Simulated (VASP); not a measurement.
# TiTe2 (P-3m1) in VASP: notebook

One crystal, TiTe2, is run at these levels: HSE06; tasks: single point.

All numbers are computed with VASP 6.6.1; they aren't measurements. Logs are shortened: lines on timing, memory, paths and dates and some standing lists are left out, and cuts for length are marked.

## Step 1: The crystal as given

Symmetry: P-3m1, No. 164, trigonal system. The conventional cell has a = 3.777 Å, b = 3.777 Å, c = 6.498 Å, α = 90.00°, β = 90.00°, γ = 120.00°. Around Te (site symmetry 3m) lie 3 Ti at 2.77 Å. Ti (site symmetry -3m) has 6 Te at 2.77 Å as nearest neighbours.

## Step 2: Single point, HSE06

POSCAR

```
TiTe2
1.0
    3.7770000000      0.0000000000      0.0000000000
   -1.8885000000      3.2709779501      0.0000000000
    0.0000000000      0.0000000000      6.4980000000
Te Ti
2 1
Direct
    0.3333333333      0.6666666667      0.7372000000
    0.6666666667      0.3333333333      0.2628000000
    0.0000000000      0.0000000000      0.0000000000
```

INCAR.step1

```
SYSTEM = TiTe2
PREC = Accurate
ENCUT = 350
EDIFF = 1E-5
ISMEAR = 0
SIGMA = 0.01
LREAL = .False.
LASPH = .True.
NELM = 100
ALGO = Normal
ISIF = 2
LWAVE = .True.
LCHARG = .False.
NBANDS = 20
NKRED = 2
GGA = PE
```

INCAR.step2

```
SYSTEM = TiTe2
PREC = Accurate
ENCUT = 350
EDIFF = 1E-6
ISMEAR = 0
SIGMA = 0.01
LREAL = .False.
LASPH = .True.
NELM = 100
ALGO = Normal
ISIF = 2
LWAVE = .False.
LCHARG = .False.
GGA = PE
LHFCALC = .True.
HFSCREEN = 0.2
PRECFOCK = Fast
NBANDS = 20
NKRED = 2
ISTART = 1
```

KPOINTS

```
regular mesh
0
Gamma
  4 4 2
  0 0 0
```

Potentials or basis: VASP PAW PBE potentials, release 64 (Te, Ti_sv).

On the command line:

```console
cat potpaw_PBE.64/Te/POTCAR potpaw_PBE.64/Ti_sv/POTCAR > POTCAR
cp INCAR.step1 INCAR
mpirun -np 1 vasp_std > vasp.out
cp INCAR.step2 INCAR
mpirun -np 1 vasp_std > vasp.out
```

OUTCAR:

```text
SYSTEM = TiTe2
   PREC = Accurate
   ENCUT = 350
   EDIFF = 1E-6
   ISMEAR = 0
   LREAL = .False.
   LASPH = .True.
   NELM = 100
   ISIF = 2
   GGA = PE
   LHFCALC = .True.
   HFSCREEN = 0.2
   PRECFOCK = Fast
   NKRED = 2
   ISTART = 1

 Found      8 irreducible k-points:

 Following reciprocal coordinates:
            Coordinates               Weight
  0.000000  0.000000  0.000000      1.000000
  0.250000  0.000000  0.000000      6.000000
  0.500000  0.000000  0.000000      3.000000
  0.250000  0.250000  0.000000      6.000000
  0.000000  0.000000  0.500000      1.000000
  0.250000  0.000000  0.500000      6.000000
   k-points           NKPTS =      8   k-points in BZ     NKDIM =     32   number of bands    NBANDS=     20
   number of dos      NEDOS =    301   number of ions     NIONS =      3
   total plane-waves  NPLWV =  23040
   dimension x,y,z NGX =    24 NGY =   24 NGZ =   40
   dimension x,y,z NGXF=    48 NGYF=   48 NGZF=   80
   ions per type =               2   1
   NGX,Y,Z   is equivalent  to a cutoff of  10.56, 10.56, 10.23 a.u.
   NGXF,Y,Z  is equivalent  to a cutoff of  21.13, 21.13, 20.47 a.u.
 SYSTEM =  TiTe2
   PREC   = accura    normal or accurate (medium, high low for compatibility)
   ISTART =      1    job   : 0-new  1-cont  2-samecut
   ICHARG =      0    charge: 1-file 2-atom 10-const
   ISPIN  =      1    spin polarized calculation?
   LNONCOLLINEAR =      F non collinear calculations
   LSORBIT =      F    spin-orbit coupling
   LASPH  =      T    aspherical Exc in radial PAW
   ENCUT  =  350.0 eV  25.72 Ry    5.07 a.u.   5.76  5.76  9.91*2*pi/ulx,y,z
   NELM   =    100;   NELMIN=  2; NELMDL=  0     # of ELM steps
   EDIFF  = 0.1E-05   stopping-criterion for ELM
   LREAL  =      F    real-space projection
   EDIFFG = 0.1E-04   stopping-criterion for IOM
   NSW    =      0    number of steps for IOM
   IBRION =     -1    ionic relax: 0-MD 1-quasi-New 2-CG
   NFREE  =      0    steps in history (QN), initial steepest desc. (CG)
   ISIF   =      2    stress and relaxation
   ISYM   =      3    0-nonsym 1-usesym 2-fastsym
   POTIM  = 0.5000    time-step for ionic-motion
   TEBEG  =    0.0;   TEEND  =   0.0 temperature during run
   PSTRESS=    0.0 pullay stress
   NELECT =      24.0000    total number of electrons
   NUPDOWN=      -1.0000    fix difference up-down
   EMIN   =  10.00;   EMAX   =-10.00  energy-range for DOS
   EFERMI =   0.00;   METHOD = LEGACY
   ISMEAR =     0;   SIGMA  =   0.01  broadening in eV -4-tet -1-fermi 0-gaus
   EFERMI_NEDOS =   21; number of points for ismear=-14 and -15
   IALGO  =     38    algorithm
   IMIX   =      1    mixing-type and parameters
     AMIX     =   0.40;   BMIX     =  1.00
     AMIX_MAG =   1.60;   BMIX_MAG =  1.00
  volume/ion in A,a.u.               =      26.76       180.58
  Fermi-wavevector in a.u.,A,eV,Ry     =   1.094655  2.068597 16.303438  1.198269
  Thomas-Fermi vector in A             =   2.230964
   LORBIT       =      0    0 simple, 1 ext, 2 COOP (PROOUT), +10 PAW based schemes
   GGA     = PE    functional components
   LHFCALC =     T    Hartree Fock is set to
   PRECFOCK=fast      Normal, Fast or Accurate (Low or Medium for compatibility)
   ENCUT4O =  -1.0   cutoff for four orbital integrals eV
   NKREDX  =     2    reduce k-point grid by
   NKREDY  =     2    reduce k-point grid by
   NKREDZ  =     2    reduce k-point grid by
   AEXX    =    0.2500 exact exchange contribution
   HFSCREEN=    0.2000 screening length (either q_TF or 0.3 A-1)
   HFSCREENC=   0.2000 screening length for correlation (either q_TF or 0.3 A-1)
   ENCUTFOCK=  -1.0 apply spherical cutoff to Coloumb kernel
   IVDW    =     0    specifies the selected vdW correction
   LEPSILON=     F    determine dielectric tensor
   LRPA    =     F    only Hartree local field effects (RPA)
 non-spin polarized calculation
 Gauss-broadening in eV      SIGMA  =   0.01
  energy-cutoff  :      350.00
  volume of cell :       80.28
 maximum number of plane-waves:      1208
 NGX is ok and might be reduce to    24
  NGX = 14; NGY = 14; NGZ = 24

 number of electron      24.0000003 magnetization

 Free energy of the ion-electron system (eV)
  ---------------------------------------------------
  ext. energy  EPLUGINS =         0.00000000
  ---------------------------------------------------
  free energy    TOTEN  =       -20.42910689 eV

  energy without entropy =      -20.42862482  energy(sigma->0) =      -20.42886585

 E-fermi :   6.7707     XC(G=0):  -8.1869

 val. band max:        6.7676732466   @ k =   0.5000   0.0000   0.0000
 cond. band min:       7.4258569553   @ k =   0.0000   0.0000   0.5000
 fundamental gap:      0.6581837086
 Fermi energy:         6.7707189486

 k-point     1 :       0.0000    0.0000    0.0000
  band No.  band energies     occupation
      1     -55.8326      2.00000
      2     -30.4813      2.00000
      3     -30.4813      2.00000
      4     -30.4740      2.00000
      5      -7.0892      2.00000
      6      -5.3421      2.00000
[... 12 lines left out ...]
     19      13.1547      0.00000
     20      15.0833      0.00000

 k-point     2 :       0.2500    0.0000    0.0000
  band No.  band energies     occupation
      1     -55.7789      2.00000
      2     -30.4705      2.00000
      3     -30.4020      2.00000
      4     -30.3274      2.00000
      5      -6.4891      2.00000
      6      -5.1737      2.00000
[... 12 lines left out ...]
     19      13.8457      0.00000
     20      14.2187      0.00000

 k-point     3 :       0.5000    0.0000    0.0000
  band No.  band energies     occupation
      1     -55.8287      2.00000
      2     -30.5482      2.00000
      3     -30.4994      2.00000
      4     -30.4655      2.00000
      5      -5.0759      2.00000
      6      -4.8735      2.00000
[... 12 lines left out ...]
     19      13.0476      0.00000
     20      13.4791      0.00000

 k-point     4 :       0.2500    0.2500    0.0000
  band No.  band energies     occupation
      1     -55.7766      2.00000
      2     -30.5122      2.00000
      3     -30.3974      2.00000
      4     -30.3260      2.00000
      5      -5.4129      2.00000
      6      -4.8681      2.00000
[... 12 lines left out ...]
     19      15.0445      0.00000
     20      15.1864      0.00000

 k-point     5 :       0.0000    0.0000    0.5000
  band No.  band energies     occupation
      1     -55.8704      2.00000
      2     -30.5791      2.00000
      3     -30.5225      2.00000
      4     -30.5225      2.00000
      5      -6.6132      2.00000
      6      -6.3013      2.00000
[... 12 lines left out ...]
     19      14.2484      0.00000
     20      14.9051      0.00000

 k-point     6 :       0.2500    0.0000    0.5000
  band No.  band energies     occupation
      1     -55.7851      2.00000
      2     -30.4363      2.00000
      3     -30.3968      2.00000
      4     -30.3798      2.00000
      5      -5.9818      2.00000
      6      -5.8515      2.00000
[... 12 lines left out ...]
     19      13.4441      0.00000
     20      14.9089      0.00000

 [... further k-points ...]
[... 5 lines left out ...]
  --------------------------------------------------------------------------------------
  -------------------------------------------------------------------------------------
  Total       -1.2431027     -1.2431027     -0.7279773      0.0000000      0.0000000     -0.0000000
  in kB      -24.8092308    -24.8092308    -14.5286112      0.0000000      0.0000000     -0.0000000
  external PRESSURE =     -21.3823576 kB  Pullay stress =       0.0000000 kB

 VOLUME and BASIS-vectors are now :
 -----------------------------------------------------------------------------
  energy-cutoff  :      350.00
  volume of cell :       80.28
      direct lattice vectors                 reciprocal lattice vectors
     3.777000000  0.000000000  0.000000000     0.264760392  0.152859484  0.000000000
    -1.888500000  3.270977950  0.000000000     0.000000000  0.305718967  0.000000000
     0.000000000  0.000000000  6.498000000     0.000000000  0.000000000  0.153893506

 POSITION                                       TOTAL-FORCE (eV/Angst)
 -----------------------------------------------------------------------------------
     -0.00000      2.18065      4.79033        -0.000000      0.000000      0.206777
      1.88850      1.09033      1.70767         0.000000     -0.000000     -0.206777
      0.00000      0.00000      0.00000         0.000000      0.000000      0.000000
 -----------------------------------------------------------------------------------
    total drift:                               -0.000000      0.000000      0.000002

  FREE ENERGIE OF THE ION-ELECTRON SYSTEM (eV)
  ---------------------------------------------------
  free  energy   TOTEN  =       -20.4291068860 eV

  energy  without entropy=      -20.4286248163  energy(sigma->0) =      -20.42886585
```

Run time: 37 s. Hardware: 1 thread of AMD EPYC 9R14 (Zen 4), shared host; peak memory 0.23 GiB.

These settings aren't checked as converged: the numbers below hold their error.

What came out:

```
Free energy            : -20.4291 eV
Pressure               : -2.1 GPa
Largest force          : 0.207 eV/Å
Band gap on the k mesh : none (metal or under the smearing width)
```

Caveat: the k mesh is coarse (spacing up to 0.48 Å⁻¹), so the values aren't converged, least of all with exact exchange; the PAW data sets were made with another functional, which shifts forces and pressure a little; this functional lacks dispersion, which binds the layers, so the pressure and a relaxed spacing across them are unreliable.

## Step 3: Single point, HSE06

POSCAR is that of step 2.

Changes to INCAR.step1 since step 2:

```diff
@@ -14,3 +14,3 @@
 NBANDS = 20
-NKRED = 2
+NKRED = 1
 GGA = PE
```

Changes to INCAR.step2 since step 2:

```diff
@@ -16,5 +16,5 @@
 HFSCREEN = 0.2
-PRECFOCK = Fast
+PRECFOCK = Normal
 NBANDS = 20
-NKRED = 2
+NKRED = 1
 ISTART = 1
```

KPOINTS is that of step 2.

Potentials or basis: VASP PAW PBE potentials, release 64 (Te, Ti_sv).

On the command line:

```console
cat potpaw_PBE.64/Te/POTCAR potpaw_PBE.64/Ti_sv/POTCAR > POTCAR
cp INCAR.step1 INCAR
mpirun -np 1 vasp_std > vasp.out
cp INCAR.step2 INCAR
mpirun -np 1 vasp_std > vasp.out
```

Wall time 4 min (1 thread of AMD EPYC 9R14 (Zen 4), shared host); peak memory 0.24 GiB.

The run converged, but some of its settings lie outside the range that counts as converged, so its numbers aren't taken as properties of the crystal.

What came out:

| Item | Value |
| --- | --- |
| Free energy | -19.8431 eV |
| Pressure | -1.0 GPa |
| Largest force | 0.271 eV/Å |
| Band gap on the k mesh | none (metal or under the smearing width) |

Caveat: the k mesh is coarse (spacing up to 0.48 Å⁻¹), so the values aren't converged, least of all with exact exchange; the PAW data sets were made with another functional, which shifts forces and pressure a little; this functional lacks dispersion, which binds the layers, so the pressure and a relaxed spacing across them are unreliable.

## Step 4: Single point, HSE06

POSCAR is that of step 3.

Changes to INCAR.step1 since step 3:

```diff
@@ -2,3 +2,3 @@
 PREC = Accurate
-ENCUT = 350
+ENCUT = 500
 EDIFF = 1E-5
```

Changes to INCAR.step2 since step 3:

```diff
@@ -2,3 +2,3 @@
 PREC = Accurate
-ENCUT = 350
+ENCUT = 500
 EDIFF = 1E-6
@@ -16,3 +16,3 @@
 HFSCREEN = 0.2
-PRECFOCK = Normal
+PRECFOCK = Fast
 NBANDS = 20
```

KPOINTS is that of step 3.

On the command line:

```console
cat potpaw_PBE.64/Te/POTCAR potpaw_PBE.64/Ti_sv/POTCAR > POTCAR
cp INCAR.step1 INCAR
mpirun -np 1 vasp_std > vasp.out
cp INCAR.step2 INCAR
mpirun -np 1 vasp_std > vasp.out
```

It took 3.3 min on 1 thread of AMD EPYC 9R14 (Zen 4), shared host; peak memory 0.27 GiB.

These settings aren't checked as converged: the numbers below hold their error.

Results:

```
Free energy            : -19.8532 eV
Pressure               : -0.9 GPa
Largest force          : 0.282 eV/Å
Band gap on the k mesh : none (metal or under the smearing width)
```

Caveat: the k mesh is coarse (spacing up to 0.48 Å⁻¹), so the values aren't converged, least of all with exact exchange; the PAW data sets were made with another functional, which shifts forces and pressure a little; this functional lacks dispersion, which binds the layers, so the pressure and a relaxed spacing across them are unreliable.

## Step 5: Single point, HSE06

POSCAR is that of step 4.

Changes to INCAR.step1 since step 4:

```diff
@@ -2,3 +2,3 @@
 PREC = Accurate
-ENCUT = 500
+ENCUT = 350
 EDIFF = 1E-5
```

Changes to INCAR.step2 since step 4:

```diff
@@ -2,3 +2,3 @@
 PREC = Accurate
-ENCUT = 500
+ENCUT = 350
 EDIFF = 1E-6
```

KPOINTS

```
regular mesh
0
Gamma
  5 5 3
  0 0 0
```

On the command line:

```console
cat potpaw_PBE.64/Te/POTCAR potpaw_PBE.64/Ti_sv/POTCAR > POTCAR
cp INCAR.step1 INCAR
mpirun -np 1 vasp_std > vasp.out
cp INCAR.step2 INCAR
mpirun -np 1 vasp_std > vasp.out
```

Run time: 7.7 min. Hardware: 1 thread of AMD EPYC 9R14 (Zen 4), shared host; peak memory 0.24 GiB.

The run converged, but some of its settings lie outside the range that counts as converged, so its numbers aren't taken as properties of the crystal.

Results:

```
Free energy            : -19.8946 eV
Pressure               : -0.9 GPa
Largest force          : 0.311 eV/Å
Band gap on the k mesh : none (metal or under the smearing width)
```

Caveat: the k mesh is coarse (spacing up to 0.38 Å⁻¹), so the values aren't converged, least of all with exact exchange; the PAW data sets were made with another functional, which shifts forces and pressure a little; this functional lacks dispersion, which binds the layers, so the pressure and a relaxed spacing across them are unreliable.
